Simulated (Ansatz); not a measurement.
# LiCl: the cost of one run

Computed with Ansatz 0.2.0 (DFT PBE, scalar-relativistic, plane waves, PAW, unless a step's input says otherwise).

The COD entry's cell or inner coordinates are ideal or old and differ from later refinements, so a difference from it is no clean test against experiment.

2 further runs of the same task are left out: 1 that didn't finish, 1 set aside as unsound or not needed.

### 1 Starting point

It takes space group Fm-3m (No. 225, cubic). The conventional cell has a = 5.150 Å, b = 5.150 Å, c = 5.150 Å, α = 90.00°, β = 90.00°, γ = 90.00°. Li (site symmetry m-3m) has 6 Cl at 2.58 Å as nearest neighbours. Around Cl (site symmetry m-3m) lie 6 Li at 2.58 Å.

As a file:

```
CELL_PARAMETERS angstrom
0.00000 2.57514 2.57514
2.57514 0.00000 2.57514
2.57514 2.57514 0.00000
ATOMIC_POSITIONS crystal
Li 0.00000 0.00000 0.00000
Cl 0.50000 0.50000 0.50000
```

This cell was relaxed beforehand with the same method: volume 17.08 Å³/atom, gap on the mesh 6.26 eV.

### 2 Electronic structure at the relaxed geometry

File input.yaml:

```yaml
crystal:
  lattice:
    - [0.0, 2.5751358841, 2.5751358841]
    - [2.5751358841, 0.0, 2.5751358841]
    - [2.5751358841, 2.5751358841, 0.0]
  atoms:
    - { symbol: Li, position: [0.0, 0.0, 0.0] }
    - { symbol: Cl, position: [0.5, 0.5, 0.5] }
basis:
  ecutwfc: 420
kpoints:
  mp_grid: { grid: [8, 8, 8] }
  band_path:
    path:
      - [[0.0, 0.0, 0.0], [0.5, 0.0, 0.5], [0.625, 0.25, 0.625]]
      - [[0.375, 0.375, 0.75], [0.0, 0.0, 0.0], [0.5, 0.5, 0.5], [0.5, 0.25, 0.75], [0.5, 0.0, 0.5]]
    npoints: 14
hamiltonian:
  xc: pbe
scf:
  occupations: { method: gaussian, width: 0.02 }
  n_extra_bands: 6
output:
  forces: true
  stress: true
  eigenvalues: true
  populations: true
  dos: { projected: true, de: 0.02, nscf_kmesh: { grid: [12, 12, 12] } }
  bader: true
  write_density: true
  write_potential: true
  elf: true
  volumetric_format: npy
```

The run is started by

```sh
ansatz run input.yaml --threads 1 --pin off --max-ram 2560MiB --backend cpu --events-out ev --progress --plain --runs-dir out
```

Q: Estimate wall time and peak memory on 1 thread of Arm Neoverse V2, shared host.

About 7.4 s, with a peak of 0.27 GiB.
